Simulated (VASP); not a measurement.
## TlBr: single point with PBEsol

Crystal: TlBr.

```xyz
2
Lattice="3.9700 0.0000 0.0000 0.0000 3.9700 0.0000 0.0000 0.0000 3.9700" Properties=species:S:1:pos:R:3 pbc="T T T"
Tl    0.0000    0.0000    0.0000
Br    1.9850    1.9850    1.9850
```

* Program: VASP 6.6.1
* Task: single point
* Functional: PBEsol
* Potentials or basis: VASP PAW PBE potentials, release 64 (Tl_d, Br)
* Cutoff: 520 eV
* k mesh: 4 × 4 × 4
* Occupations: gaussian, width 0.1 eV
* Spin: no spin polarisation

```json
{"Pressure": "-0.9 GPa", "Band gap on the k mesh": "1.70 eV, direct"}
```

Levels at points of the mesh, in eV from the valence-band top:
| k point | band 8 | band 9 | band 10 | band 11 | band 12 | band 13 |
| --- | --- | --- | --- | --- | --- | --- |
| (0.00, 0.00, 0.00) | -1.34 | -1.34 | -1.34 | 6.84 | 6.84 | 7.19 |
| (0.50, 0.00, 0.00) | -0.82 | -0.82 | 0.00 | 1.70 | 5.68 | 5.68 |
| (0.50, 0.50, 0.00) | -3.03 | -3.03 | -0.73 | 4.80 | 4.80 | 7.35 |
| (0.50, 0.50, 0.50) | -1.97 | -1.97 | -1.97 | 1.99 | 1.99 | 1.99 |

Run time: 7.8 s on 1 thread of Intel(R) Xeon(R) Platinum 8488C (Sapphire Rapids), with other jobs on the host, peak memory 0.16 GiB.

Caveat: the PAW data sets were made with another functional, which shifts forces and pressure a little; spin-orbit coupling is left out, which as a rule narrows the gap of such compounds by several tenths of an eV. Expect the measured gap to be larger: semilocal functionals such as PBEsol lack the derivative discontinuity.
